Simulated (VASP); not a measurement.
# GaAs (F-43m) in VASP: further runs, part 2 of 2

VASP 6.6.1. The steps go on from the part before.

### 3 Band structure, PBEsol, spin-orbit coupling, no magnetisation

Contents of INCAR:

```
ALGO = Fast
EDIFF = 1E-6
ENCUT = 520
GGA = PS
GGA_COMPAT = F
ISIF = 2
ISMEAR = 0
LASPH = T
LCHARG = F
LNONCOLLINEAR = T
LORBIT = 11
LREAL = F
LSORBIT = T
LWAVE = F
MAGMOM = 0 0 0 0 0 0
NBANDS = 32
NELM = 80
PREC = Accurate
SIGMA = 0.03
```

Contents of KPOINTS:

```
k-points
0
Gamma
  6 6 6
```

Contents of POSCAR:

```
GaAs                                    
1.0
    0.0000000000      2.8313993252      2.8313993252
    2.8313993252      0.0000000000      2.8313993252
    2.8313993252      2.8313993252      0.0000000000
  Ga              As            
     1     1
Direct
     0.0000000000000000    0.0000000000000000    0.0000000000000000
     0.2500000000000000    0.2500000000000000    0.2500000000000000
```

Contents of KPOINTS_OPT:

```
explicit points
109
Reciprocal
 0.0000000000  0.0000000000  0.0000000000 1
 0.0555555556  0.0000000000  0.0555555556 1
 0.1111111111  0.0000000000  0.1111111111 1
 0.1666666667  0.0000000000  0.1666666667 1
 0.2222222222  0.0000000000  0.2222222222 1
 0.2777777778  0.0000000000  0.2777777778 1
 0.3333333333  0.0000000000  0.3333333333 1
 0.3888888889  0.0000000000  0.3888888889 1
 0.4444444444  0.0000000000  0.4444444444 1
 0.5000000000  0.0000000000  0.5000000000 1
 0.5000000000  0.0000000000  0.5000000000 1
 0.5000000000  0.0277777778  0.5277777778 1
 0.5000000000  0.0555555556  0.5555555556 1
 0.5000000000  0.0833333333  0.5833333333 1
 0.5000000000  0.1111111111  0.6111111111 1
 0.5000000000  0.1388888889  0.6388888889 1
 0.5000000000  0.1666666667  0.6666666667 1
 0.5000000000  0.1944444444  0.6944444444 1
 0.5000000000  0.2222222222  0.7222222222 1
 0.5000000000  0.2500000000  0.7500000000 1
 0.5000000000  0.2500000000  0.7500000000 1
 0.4861111111  0.2638888889  0.7500000000 1
 0.4722222222  0.2777777778  0.7500000000 1
 0.4583333333  0.2916666667  0.7500000000 1
 0.4444444444  0.3055555556  0.7500000000 1
 0.4305555556  0.3194444444  0.7500000000 1
 0.4166666667  0.3333333333  0.7500000000 1
 0.4027777778  0.3472222222  0.7500000000 1
 0.3888888889  0.3611111111  0.7500000000 1
 0.3750000000  0.3750000000  0.7500000000 1
 0.3750000000  0.3750000000  0.7500000000 1
 0.3333333333  0.3333333333  0.6666666667 1
 0.2916666667  0.2916666667  0.5833333333 1
 0.2500000000  0.2500000000  0.5000000000 1
 0.2083333333  0.2083333333  0.4166666667 1
 0.1666666667  0.1666666667  0.3333333333 1
 0.1250000000  0.1250000000  0.2500000000 1
 0.0833333333  0.0833333333  0.1666666667 1
 0.0416666667  0.0416666667  0.0833333333 1
 0.0000000000  0.0000000000  0.0000000000 1
 0.0000000000  0.0000000000  0.0000000000 1
 0.0555555556  0.0555555556  0.0555555556 1
 0.1111111111  0.1111111111  0.1111111111 1
 0.1666666667  0.1666666667  0.1666666667 1
 0.2222222222  0.2222222222  0.2222222222 1
 0.2777777778  0.2777777778  0.2777777778 1
 0.3333333333  0.3333333333  0.3333333333 1
 0.3888888889  0.3888888889  0.3888888889 1
 0.4444444444  0.4444444444  0.4444444444 1
 0.5000000000  0.5000000000  0.5000000000 1
 0.5000000000  0.5000000000  0.5000000000 1
 0.5138888889  0.4722222222  0.5138888889 1
 0.5277777778  0.4444444444  0.5277777778 1
 0.5416666667  0.4166666667  0.5416666667 1
 0.5555555556  0.3888888889  0.5555555556 1
 0.5694444444  0.3611111111  0.5694444444 1
 0.5833333333  0.3333333333  0.5833333333 1
 0.5972222222  0.3055555556  0.5972222222 1
 0.6111111111  0.2777777778  0.6111111111 1
 0.6250000000  0.2500000000  0.6250000000 1
 0.6250000000  0.2500000000  0.6250000000 1
 0.6111111111  0.2500000000  0.6388888889 1
 0.5972222222  0.2500000000  0.6527777778 1
 0.5833333333  0.2500000000  0.6666666667 1
 0.5694444444  0.2500000000  0.6805555556 1
 0.5555555556  0.2500000000  0.6944444444 1
 0.5416666667  0.2500000000  0.7083333333 1
 0.5277777778  0.2500000000  0.7222222222 1
 0.5138888889  0.2500000000  0.7361111111 1
 0.5000000000  0.2500000000  0.7500000000 1
 0.5000000000  0.2500000000  0.7500000000 1
 0.5000000000  0.2777777778  0.7222222222 1
 0.5000000000  0.3055555556  0.6944444444 1
 0.5000000000  0.3333333333  0.6666666667 1
 0.5000000000  0.3611111111  0.6388888889 1
 0.5000000000  0.3888888889  0.6111111111 1
 0.5000000000  0.4166666667  0.5833333333 1
 0.5000000000  0.4444444444  0.5555555556 1
 0.5000000000  0.4722222222  0.5277777778 1
 0.5000000000  0.5000000000  0.5000000000 1
 0.5000000000  0.5000000000  0.5000000000 1
 0.4861111111  0.4861111111  0.5277777778 1
 0.4722222222  0.4722222222  0.5555555556 1
 0.4583333333  0.4583333333  0.5833333333 1
 0.4444444444  0.4444444444  0.6111111111 1
 0.4305555556  0.4305555556  0.6388888889 1
 0.4166666667  0.4166666667  0.6666666667 1
 0.4027777778  0.4027777778  0.6944444444 1
 0.3888888889  0.3888888889  0.7222222222 1
 0.3750000000  0.3750000000  0.7500000000 1
 0.6250000000  0.2500000000  0.6250000000 1
 0.6111111111  0.2222222222  0.6111111111 1
 0.5972222222  0.1944444444  0.5972222222 1
 0.5833333333  0.1666666667  0.5833333333 1
 0.5694444444  0.1388888889  0.5694444444 1
 0.5555555556  0.1111111111  0.5555555556 1
 0.5416666667  0.0833333333  0.5416666667 1
 0.5277777778  0.0555555556  0.5277777778 1
 0.5138888889  0.0277777778  0.5138888889 1
 0.5000000000  0.0000000000  0.5000000000 1
 0.0000000000  0.0000000000  0.0000000000 1
 0.3750000000  0.3750000000  0.7500000000 1
 0.5000000000  0.5000000000  0.5000000000 1
 0.6250000000  0.2500000000  0.6250000000 1
 0.5000000000  0.2500000000  0.7500000000 1
 0.5000000000  0.0000000000  0.5000000000 1
 0.4000000000  0.0000000000  0.4000000000 1
 0.4250000000  0.0000000000  0.4250000000 1
 0.4500000000  0.0000000000  0.4500000000 1
```

Potentials or basis: VASP PAW PBE potentials, release 64 (Ga_d, As).

Command:

```console
> cat potpaw_PBE.64/Ga_d/POTCAR potpaw_PBE.64/As/POTCAR > POTCAR
> mpirun -np 1 vasp_ncl > vasp.out
```

OUTCAR:

```text
EDIFF = 1E-6
   ENCUT = 520
   GGA = PS
   ISIF = 2
   ISMEAR = 0
   LASPH = T
   LNONCOLLINEAR = T
   LORBIT = 11
   LREAL = F
   LSORBIT = T
   NELM = 80
   PREC = Accurate

 ion  position               nearest neighbor table
   1  0.000  0.000  0.000-   2 2.45   2 2.45   2 2.45   2 2.45
   2  0.250  0.250  0.250-   1 2.45   1 2.45   1 2.45   1 2.45

  LATTYP: Found a face centered cubic cell.
 ALAT       =     5.6627986504

  Lattice vectors:

 A1 = (   0.0000000000,   2.8313993252,   2.8313993252)
 A2 = (   2.8313993252,   0.0000000000,   2.8313993252)
 A3 = (   2.8313993252,   2.8313993252,   0.0000000000)

Analysis of symmetry for initial positions (statically):
=====================================================================
 Subroutine PRICEL returns:
 Original cell was already a primitive cell.

 Routine SETGRP: Setting up the symmetry group for a
 face centered cubic supercell.

 Subroutine GETGRP returns: Found 24 space group operations
[... 964 lines left out ...]
     0.0000000     0.0000000     0.0000000     0.0000000     0.0000000     0.0000000     0.0000000
     0.0000000     0.0000000     0.0000000     0.0000000     0.0000000     0.0000000     0.0000000
     0.0000000     0.0000000     0.0000000     0.0000000     0.0000000     0.0000000     0.0000000
     0.0000000     0.0000000     0.0000000     0.0000000     0.0000000     0.0000000     0.0000000
     0.0000000     0.0000000     0.0000000     0.0000000     0.0000000     0.0000000     0.0000000
     0.0000000     0.0000000     0.0000000     0.0000000     0.0000000     0.0000000     0.0000000
     0.0000000     0.0000000     0.0000000     0.0000000     0.0000000     0.0000000     0.0000000

 Ion:    2  E_soc:     -0.0239916
 l=   1
     0.0000000    -0.0039910    -0.0039910
    -0.0039910     0.0000000    -0.0039910
    -0.0039910    -0.0039910     0.0000000
 l=   2
     0.0000000    -0.0000038     0.0000000    -0.0000038    -0.0000038
    -0.0000038     0.0000000    -0.0000029    -0.0000038    -0.0000010
     0.0000000    -0.0000029     0.0000000    -0.0000029     0.0000000
    -0.0000038    -0.0000038    -0.0000029     0.0000000    -0.0000010
    -0.0000038    -0.0000010     0.0000000    -0.0000010     0.0000000
 l=   3
     0.0000000     0.0000000     0.0000000     0.0000000     0.0000000     0.0000000     0.0000000
     0.0000000     0.0000000     0.0000000     0.0000000     0.0000000     0.0000000     0.0000000
     0.0000000     0.0000000     0.0000000     0.0000000     0.0000000     0.0000000     0.0000000
     0.0000000     0.0000000     0.0000000     0.0000000     0.0000000     0.0000000     0.0000000
     0.0000000     0.0000000     0.0000000     0.0000000     0.0000000     0.0000000     0.0000000
     0.0000000     0.0000000     0.0000000     0.0000000     0.0000000     0.0000000     0.0000000
     0.0000000     0.0000000     0.0000000     0.0000000     0.0000000     0.0000000     0.0000000

 total charge

# of ion       s       p       d       tot
------------------------------------------
    1        0.879   0.801   9.994  11.674
    2        1.209   1.593   0.031   2.832
--------------------------------------------------
tot          2.088   2.393  10.025  14.506

 magnetization (x)

# of ion       s       p       d       tot
------------------------------------------
    1        0.000  -0.000   0.000  -0.000
    2       -0.000   0.000  -0.000   0.000
--------------------------------------------------
tot         -0.000  -0.000  -0.000  -0.000

 magnetization (y)

# of ion       s       p       d       tot
------------------------------------------
    1        0.000   0.000  -0.000   0.000
    2        0.000   0.000  -0.000   0.000
--------------------------------------------------
tot          0.000   0.000  -0.000   0.000

 magnetization (z)

# of ion       s       p       d       tot
------------------------------------------
    1        0.000  -0.000   0.000  -0.000
    2       -0.000  -0.000  -0.000  -0.000
--------------------------------------------------
tot          0.000  -0.000   0.000  -0.000
```

OSZICAR:

```text
N       E                     dE             d eps       ncg     rms          rms(c)
DAV:   1     0.132134855910E+03    0.13213E+03   -0.80574E+03  1600   0.156E+03
DAV:   2     0.911380300482E+01   -0.12302E+03   -0.11535E+03  1464   0.441E+02
[... 48 lines left out ...]
DAV:   9    -0.272548267943E+04   -0.12246E-06     1048
       N       E                     dE             ncg
DAV:   1     0.933124212487E+03   -0.11977E+05     1568
DAV:   2    -0.164402278892E+04   -0.25771E+04     1416
DAV:   3    -0.201092613733E+04   -0.36690E+03     1656
DAV:   4    -0.202314857311E+04   -0.12222E+02     1696
DAV:   5    -0.202333166331E+04   -0.18309E+00     1640
DAV:   6    -0.202333893144E+04   -0.72681E-02     2072
DAV:   7    -0.202333903302E+04   -0.10158E-03     1712
DAV:   8    -0.202333903491E+04   -0.18946E-05     1440
DAV:   9    -0.202333903503E+04   -0.11836E-06     1104
```

stdout:

```text
POSCAR found type information on POSCAR GaAs
 POSCAR found :  2 types and       2 ions
 scaLAPACK will be used
 -----------------------------------------------------------------------------
|                                                                             |
|                                                                             |
|     You enforced a specific xc type in the INCAR file but a different       |
|     I HOPE YOU KNOW WHAT YOU ARE DOING!                                     |
|                                                                             |
 -----------------------------------------------------------------------------

 LDA part: xc-table for (Slater+PW92), standard interpolation
 POSCAR, INCAR and KPOINTS ok, starting setup
 FFT: planning ... GRIDC
 FFT: planning ... GRID_SOFT
 FFT: planning ... GRID
 WAVECAR not read
 entering main loop
 Start KPOINTS_OPT (optional k-point list driver)
k-point batch [1-22\109]
k-point batch [23-44\109]
k-point batch [45-66\109]
k-point batch [67-88\109]
k-point batch [89-109\109]
```

Wall time 2.8 min (1 thread of AMD EPYC 9R14 (Zen 4), shared host); peak memory 0.29 GiB.

Results:

```yaml
Free_energy: -9.0840 eV
Pressure: -0.1 GPa
Valence_electrons_inside_the_program's_atomic_spheres: Ga 11.67; As 2.83
```

Caveat: the PAW data sets were made with another functional, which shifts forces and pressure a little.

### 4 Band structure, r2SCAN

Contents of INCAR:

```
ALGO = Normal
EDIFF = 1E-6
ENCUT = 520
ISIF = 2
ISMEAR = 0
LASPH = T
LCHARG = F
LMIXTAU = T
LREAL = F
LWAVE = F
METAGGA = R2SCAN
NBANDS = 16
NELM = 80
PREC = Accurate
SIGMA = 0.03
```

Contents of KPOINTS:

```
k-points
0
Gamma
  10 10 10
```

POSCAR is that of step 3.

KPOINTS_OPT is that of step 3.

Command:

```console
> cat potpaw_PBE.64/Ga_d/POTCAR potpaw_PBE.64/As/POTCAR > POTCAR
> mpirun -np 1 vasp_std > vasp.out
```

Run time: 3.7 min. Hardware: 1 thread of AMD EPYC 9R14 (Zen 4), shared host; peak memory 0.17 GiB.

The run converged. Its results:

```yaml
Free_energy: -27.0561 eV
Pressure: 0.3 GPa
Band_gap_on_the_k_mesh: 0.96 eV, direct
Band_gap_along_the_path: 0.96 eV, direct
```

Levels at the corners of the path, in eV from the valence-band top:
```tsv
point	band 7	band 8	band 9	band 10	band 11	band 12
Γ	0.00	0.00	0.00	0.96	4.04	4.04
X	-6.97	-2.76	-2.76	1.77	1.95	10.82
X	-6.97	-2.76	-2.76	1.77	1.95	10.82
W	-6.78	-3.62	-3.41	5.00	5.06	5.89
W	-6.78	-3.62	-3.41	5.00	5.06	5.89
K	-6.77	-3.94	-2.32	2.27	5.01	8.51
K	-6.77	-3.94	-2.32	2.27	5.01	8.51
Γ	0.00	0.00	0.00	0.96	4.04	4.04
Γ	0.00	0.00	0.00	0.96	4.04	4.04
L	-6.79	-1.18	-1.18	1.35	4.99	4.99
L	-6.79	-1.18	-1.18	1.35	4.99	4.99
U	-6.77	-3.94	-2.32	2.27	5.01	8.51
U	-6.77	-3.94	-2.32	2.27	5.01	8.51
W	-6.78	-3.62	-3.41	5.00	5.06	5.89
W	-6.78	-3.62	-3.41	5.00	5.06	5.89
L	-6.79	-1.18	-1.18	1.35	4.99	4.99
L	-6.79	-1.18	-1.18	1.35	4.99	4.99
K	-6.77	-3.94	-2.32	2.27	5.01	8.51
U	-6.77	-3.94	-2.32	2.27	5.01	8.51
X	-6.97	-2.76	-2.76	1.77	1.95	10.82
```

Caveat: the PAW data sets were made with another functional, which shifts forces and pressure a little.

### 5 The runs side by side

```csv
level,spin,k mesh,gap on the mesh (eV),pressure (GPa)
PBEsol,off,10 × 10 × 10,0.42,-0.1
PBEsol,"SOC, no magnetisation",6 × 6 × 6,-,-0.1
r2SCAN,off,10 × 10 × 10,0.96,0.3
```

Alike in all rows: task band structure; potentials or basis VASP PAW PBE potentials, release 64 (Ga_d, As); cell as given; cutoff (eV) 520; smearing gaussian 0.03 eV.

The pressure there spans -0.1 GPa (PBEsol) to 0.3 GPa (r2SCAN); a positive pressure means that this level wants a larger cell, a negative one a smaller.

Caveats: the PAW data sets were made with another functional, which shifts forces and pressure a little.

Total energies depend on the potentials used, so only differences within one code and one set of settings carry meaning.

### 6 Comparison with measurements

Step 2. A measured gap of GaAs is 1.412 eV (direct; 300 K; “Evidence of valence band perturbations in GaAsN/GaAs(001): A combined variable-angle spectroscopic ellipsometry and modulated photoreflectance investigation”, 2008, arxiv:0805.2212); the calculated 0.42 eV misses it by -0.99 eV. 3 values of this kind are on record (1.412 to 1.51 eV); this one was drawn at random among those near their median, those with a stated uncertainty first. Spin-orbit coupling on As, Ga is left out. The value is that of PBEsol, without temperature or zero-point motion. Semilocal functionals fall short of measured gaps as a rule.

Step 4. Measured gap of GaAs: 1.418 eV (direct; 300 K; “Evidence of valence band perturbations in GaAsN/GaAs(001): A combined variable-angle spectroscopic ellipsometry and modulated photoreflectance investigation”, 2008, arxiv:0805.2212). This calculation gives 0.96 eV (-0.46 eV). 3 values of this kind are on record (1.412 to 1.51 eV); this one was drawn at random among those near their median, those with a stated uncertainty first. Spin-orbit coupling on As, Ga is left out. The value is that of r2SCAN, without temperature or zero-point motion.
